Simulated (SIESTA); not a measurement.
CoO: single point with PBE

Crystal: CoO.

```
Co O
1.0
    -1.50800    1.50800    2.10725
     1.50800   -1.50800    2.10725
     1.50800    1.50800   -2.10725
Co O
1 1
Direct
  0.00000 0.00000 0.00000
  0.50000 0.50000 0.00000
```

```
Program             : SIESTA 5.4.2
Task                : single point
Functional          : PBE
Potentials or basis : PseudoDojo 0.4 standard (PBE files)
Basis               : DZP (energy shift 0.003 Ry; two zetas on semicore shells)
Grid cutoff         : 800 Ry
Energy shift        : 0.003 Ry
k mesh              : 12 × 12 × 12
Occupations         : fermi-dirac, width 0.05 eV
Spin                : collinear spin, ferromagnetic start
Starting moments    : [2.0, 0.0] μB
```

* Pressure: 1.3 GPa
* Band gap on the k mesh: none (metal or under the smearing width)
* Net moment: 2.98 μB per cell
* Site moments: Co +2.61; O +0.36 μB

Stress tensor (GPa, compression positive):
```
 0.82  0.00 -0.01
 0.00  0.82 -0.01
-0.01 -0.01  2.27
```

Levels at points of the mesh, in eV from the Fermi level:
Spin up:
| k point | band 11 | band 12 | band 13 | band 14 | band 15 | band 16 |
| --- | --- | --- | --- | --- | --- | --- |
| (0.00, 0.00, 0.00) | -3.26 | -3.26 | -3.17 | 0.95 | 19.69 | 19.69 |
| (0.50, 0.00, 0.00) | -1.93 | -0.05 | 0.03 | 5.12 | 9.54 | 14.88 |
| (0.00, 0.50, 0.00) | -1.93 | -0.05 | 0.03 | 5.12 | 9.54 | 14.88 |
| (0.50, 0.50, 0.00) | -2.57 | -2.22 | -2.18 | 6.74 | 9.99 | 13.38 |
| (0.00, 0.00, 0.50) | -2.57 | -2.22 | -2.18 | 6.74 | 9.99 | 13.38 |
| (0.50, 0.00, 0.50) | -1.93 | -0.05 | 0.03 | 5.12 | 9.54 | 14.88 |
| (0.00, 0.50, 0.50) | -1.93 | -0.05 | 0.03 | 5.12 | 9.54 | 14.88 |
| (0.50, 0.50, 0.50) | -2.56 | -2.23 | -2.23 | 6.81 | 10.19 | 13.23 |
Spin down:
| k point | band 7 | band 8 | band 9 | band 10 | band 11 | band 12 | band 13 | band 14 |
| --- | --- | --- | --- | --- | --- | --- | --- | --- |
| (0.00, 0.00, 0.00) | -2.62 | -2.62 | -1.13 | -1.13 | -1.08 | -0.04 | -0.02 | 1.47 |
| (0.50, 0.00, 0.00) | -4.75 | -4.72 | -0.14 | -0.10 | 0.20 | 2.64 | 2.71 | 5.42 |
| (0.00, 0.50, 0.00) | -4.75 | -4.72 | -0.14 | -0.10 | 0.20 | 2.64 | 2.71 | 5.42 |
| (0.50, 0.50, 0.00) | -3.95 | -3.85 | -2.23 | 0.13 | 0.16 | 0.44 | 0.94 | 7.51 |
| (0.00, 0.00, 0.50) | -3.95 | -3.85 | -2.23 | 0.13 | 0.16 | 0.44 | 0.94 | 7.51 |
| (0.50, 0.00, 0.50) | -4.75 | -4.72 | -0.14 | -0.10 | 0.20 | 2.64 | 2.71 | 5.42 |
| (0.00, 0.50, 0.50) | -4.75 | -4.72 | -0.14 | -0.10 | 0.20 | 2.64 | 2.71 | 5.42 |
| (0.50, 0.50, 0.50) | -3.94 | -3.94 | -2.23 | 0.15 | 0.15 | 0.48 | 0.93 | 7.57 |

Run time: 3.2 min on 1 thread of Intel(R) Xeon(R) Platinum 8259CL CPU @ 2.50GHz (Skylake/Cascade Lake), with other jobs on the host, peak memory 0.26 GiB.

Caveat: short orbitals over semicore shells can move pressures by several GPa; the basis of atomic orbitals isn't converged, which shifts pressures, moduli and gaps; a cell with one magnetic atom can't hold antiferromagnetic order, which such compounds often take; semilocal functionals often make such compounds metallic where correlation or magnetic order opens a gap, which also shifts bond lengths. With open d or f shells a metallic result of PBE can be an artefact of self-interaction; +U or a hybrid may open a gap.
